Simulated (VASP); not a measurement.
Crystal: Sb.

```
Sb
1.0
     3.12240    0.00000    0.00000
     0.00000    4.34752    0.00000
    -0.03891    0.00000    4.40585
Sb
2
Direct
  0.98861 0.75000 0.75883
  0.01139 0.25000 0.24117
```

This isn't the form of Sb at room conditions, which is rhombohedral.

| Quantity | Value |
| --- | --- |
| Program | VASP 6.6.1 |
| Task | relaxation of cell and atoms |
| Functional | PBEsol |
| Potentials or basis | VASP PAW PBE potentials, release 64 (Sb) |
| Cutoff | 300 eV |
| k mesh | 14 × 10 × 10 |
| Occupations | gaussian, width 0.1 eV |
| Spin | no spin polarisation |

At the start: pressure -2.2 GPa; volume 29.90 Å³/atom.

Task: How do energy, volume and symmetry change on relaxing?

Result: Over 21 steps the energy falls by 12.3 meV/atom and the volume is 28.73 Å³/atom (-3.9 %); space group Pm-3m (No. 221, to 0.05 Å).

The path:
```csv
step,energy change (eV),largest force (eV/Å),pressure (GPa),volume (Å³)
1,0.0000,0.1045,-2.15,59.81
2,-0.0135,0.1811,1.32,56.40
3,-0.0176,0.1590,0.10,57.47
4,-0.0199,0.1289,0.09,57.43
5,-0.0229,0.0415,0.13,57.34
6,-0.0238,0.0213,-0.12,57.54
7,-0.0239,0.0227,-0.06,57.49
8,-0.0240,0.0207,0.03,57.41
9,-0.0240,0.0199,0.09,57.36
10,-0.0240,0.0194,0.08,57.37
11,-0.0242,0.0194,0.04,57.41
12,-0.0242,0.0249,-0.04,57.49
13,-0.0242,0.0226,-0.02,57.46
14,-0.0243,0.0224,-0.02,57.47
15,-0.0244,0.0229,-0.05,57.49
16,-0.0244,0.0193,0.01,57.44
17,-0.0245,0.0156,0.07,57.38
18,-0.0245,0.0091,-0.01,57.45
19,-0.0245,0.0064,-0.04,57.49
20,-0.0245,0.0070,-0.04,57.48
21,-0.0245,0.0017,-0.01,57.46
```

Final structure:
```
Sb
1.0
     3.06556    0.00000    0.01520
     0.00000    4.32898    0.00000
    -0.01669    0.00000    4.32954
Sb
2
Cartesian
  -0.0112 3.2467 3.2469
  3.0601 1.0822 1.0978
```

Caveat: the PAW data sets were made with another functional, which shifts forces and pressure a little.
